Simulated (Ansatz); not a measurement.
# KMgF3 in Ansatz: the effect of functional

KMgF3:

```
K Mg F
1.0
     3.98590    0.00000    0.00000
     0.00000    3.98590    0.00000
     0.00000    0.00000    3.98590
K Mg F
1 1 3
Cartesian
  1.9929 1.9929 1.9929
  0.0000 0.0000 0.0000
  0.0000 0.0000 1.9929
  0.0000 1.9929 0.0000
  1.9929 0.0000 0.0000
```

Alike in all runs:

* Program: Ansatz 0.2.0
* Task: projected density of states
* Potentials or basis: Ansatz PAW
* k mesh: 7 × 7 × 7
* Occupations: fermi-dirac, width 0.05 eV
* Spin: no spin polarisation

```csv
functional,cutoff,gap on the mesh (eV),pressure (GPa)
LDA,420 eV (not typed: the program's choice for these potentials),?,?
PBEsol,420 eV (not typed: the program's choice for these potentials),7.18,0.3
RPBE,420 eV (not typed: the program's choice for these potentials),7.67,8.1
revPBE,420 eV (not typed: the program's choice for these potentials),7.61,7.2
BLYP,420 eV (not typed: the program's choice for these potentials),7.49,5.0
r2SCAN,500 eV (not typed: the program's choice for these potentials),8.30,-0.3
```

Problem. What does the run with functional LDA give?

Solution. gap on the mesh 7.02 eV; pressure -4.5 GPa.

Caveats: odd divisions of the mesh miss points on the zone boundary, where band edges often lie, so the gap on the mesh can be too wide; the PAW data sets come from PBE, with cores solved anew for the run's functional, which leaves a small shift of forces and pressure; the density of states is complete only up to the lowest level of the last band computed.

A k mesh can miss the band edges.

Runs at the PBE level aren't shown here.
